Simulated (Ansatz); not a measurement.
The system is V.

```
V
1.0
    -1.51435    1.51435    1.51435
     1.51435   -1.51435    1.51435
     1.51435    1.51435   -1.51435
V
1
Direct
  0.00000 0.00000 0.00000
```

Base run:

| Property | Result |
| --- | --- |
| Program | Ansatz 0.2.0 |
| Functional | PBEsol |
| Potentials or basis | all-electron LAPW, scalar-relativistic |
| Cutoff | 257 eV (chosen from the basis error) |
| Basis error allowed | 0.001 eV/atom |
| k mesh | 12 × 12 × 12 |
| Occupations | fermi-dirac, width 0.05 eV |
| Spin | collinear spin, ferromagnetic start |
| Starting moments | [2.0] μB |

Its results: band gap on the k mesh none (metal or under the smearing width); pressure -12.1 GPa; net moment 0.00 μB per cell.

**Question.** The run is repeated on the same cell with these changes: hubbard terms from none to V d U = 6 eV. What comes out?

**Answer.** Band gap on the k mesh none (metal or under the smearing width); pressure 55.9 GPa; net moment 2.71 μB per cell; site moments V +2.51 μB.

Caveats: the starting moments weren't kept (some runs); the magnetic state may not be the lowest (some runs); a pressure of tens of GPa on the cell as given is suspect, and the run, the potentials or the cell itself is likely at fault (some runs); U is the effective U less J, on atomic orbitals that reach past the spheres (some runs); the U is typed as a test and isn't derived for this compound (some runs).
